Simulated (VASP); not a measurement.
## VASP 6.6.1 run: Ge

INCAR

```
PREC = Accurate
ISPIN = 2
EDIFF = 1E-7
LASPH = .TRUE.
LREAL = .FALSE.
MAGMOM = 0.5 0.5
ENCUT = 520
SIGMA = 0.02
NBANDS = 21
LCHARG = .FALSE.
LWAVE = .FALSE.
ISMEAR = -1
GGA = PE
NSW = 0
NELM = 51
IBRION = -1
ISIF = 2
```

KPOINTS

```
KPOINTS created by Atomic Simulation Environment
0
Monkhorst-Pack
8 8 8
0 0 0
```

POSCAR

```
Ge
 1.0000000000000000
     0.0000000000000000    2.9503484526000001    2.9503484526000001
     2.9503484526000001    0.0000000000000000    2.9503484526000001
     2.9503484526000001    2.9503484526000001    0.0000000000000000
 Ge
   2
Cartesian
  0.0000000000000000  0.0000000000000000  0.0000000000000000
  1.4751742263000001  1.4751742263000001  1.4751742263000001
```

The recommended PBE PAW datasets give the neutral cell 28 valence electrons.

Command

```
mpirun -np 1 vasp_std
```

**Question.** How does this run end, and what does it give?

**Answer.** It converged. Results: pressure -3.6 GPa; magnetic moment of the cell 0.00 μB.

OSZICAR

```
N       E                     dE             d eps       ncg     rms          rms(c)
DAV:   1     0.189818528610E+03    0.18982E+03   -0.14475E+04  5604   0.338E+03
DAV:   2     0.196470349684E+02   -0.17017E+03   -0.16495E+03  5045   0.619E+02
DAV:   3    -0.795867606078E+01   -0.27606E+02   -0.27420E+02  5840   0.144E+02
DAV:   4    -0.893714062557E+01   -0.97846E+00   -0.97797E+00  5630   0.317E+01
DAV:   5    -0.895428808586E+01   -0.17147E-01   -0.17147E-01  5746   0.466E+00    0.522E+00
DAV:   6    -0.899641323607E+01   -0.42125E-01   -0.42610E-02  6770   0.295E+00    0.244E+00
DAV:   7    -0.899871731334E+01   -0.23041E-02   -0.25031E-02  5407   0.184E+00    0.119E+00
DAV:   8    -0.899338909456E+01    0.53282E-02   -0.16958E-02  5821   0.115E+00    0.247E-01
DAV:   9    -0.899425243135E+01   -0.86334E-03   -0.18622E-03  5540   0.338E-01    0.828E-02
DAV:  10    -0.899462007559E+01   -0.36764E-03   -0.23291E-04  5534   0.119E-01    0.437E-02
DAV:  11    -0.899479329674E+01   -0.17322E-03   -0.20165E-04  5400   0.884E-02    0.117E-02
DAV:  12    -0.899479663870E+01   -0.33420E-05   -0.13043E-05  5629   0.373E-02    0.573E-03
DAV:  13    -0.899479722164E+01   -0.58294E-06   -0.14955E-06  4996   0.129E-02    0.295E-03
DAV:  14    -0.899479770465E+01   -0.48301E-06   -0.60043E-07  4650   0.444E-03    0.126E-03
DAV:  15    -0.899479783733E+01   -0.13268E-06   -0.98916E-08  4275   0.270E-03    0.273E-04
DAV:  16    -0.899479785842E+01   -0.21092E-07   -0.74119E-09  3175   0.670E-04
   1 F= -.89947979E+01 E0= -.89946719E+01  d E =-.251944E-03  mag=    -0.0000
```

Standard output (part)

```
POSCAR found type information on POSCAR Ge
 POSCAR found :  1 types and       2 ions
 LDA part: xc-table for (Slater+PW92), standard interpolation
 POSCAR, INCAR and KPOINTS ok, starting setup
 WAVECAR not read
 entering main loop
```

The shifted mesh misses Γ, so a band edge there is missed.

For comparison, a separate PBE run of the intended cell, on usual settings and not on those above, gives a gap of -0.17 eV on its mesh and a pressure of -3.6 GPa.
